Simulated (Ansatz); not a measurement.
## Rb: energy along a strain

Rb, Im-3m, a = 5.612 Å (as given, not relaxed at this level: 0.1 GPa). Ansatz: PBE, PAW, 420 eV, Γ-centred 12×12×12 mesh on 1 atom, Gaussian smearing 0.15 eV; no spin polarisation. Cell vectors (Å): -2.806 2.806 2.806; 2.806 -2.806 2.806; 2.806 2.806 -2.806. The cell is strained by x per cent times the pattern (1 0 0 0 0 0) in the order xx yy zz yz xz xy (engineering shears), with fractional coordinates held. y is the free energy over the start, V0 = 88.374 Å³/atom.

| x (%) | y (meV/atom) |
| --- | --- |
| -2.00 | ? |
| -1.50 | 0.98 |
| -1.00 | 0.60 |
| -0.50 | 0.28 |
| 0.00 | 0.00 |
| 0.50 | -0.23 |
| 1.00 | -0.42 |
| 1.50 | -0.57 |
| 1.75 | -0.63 |
| 2.00 | -0.67 |

Task: Fit y = c1 x + c2 x² + c3 x³ to the other rows, get the stiffness along the pattern, and predict the missing energy.

Result: Least squares on the rows shown. y = −0.5103 x + 0.09121 x² − 0.002248 x³. The clamped-ion stiffness p·C·p = 2 × 0.9121 eV × 160.2 / 88.374 Å³ = 3.3 GPa, which is C11 in these axes; c1 is there for the stress left in the start, which by itself gives a slope of -0.51 meV/atom per %. At x = -2.00 the fit asked for gives 1.40 meV/atom. The run gave 1.40 meV/atom, the same to the digits shown.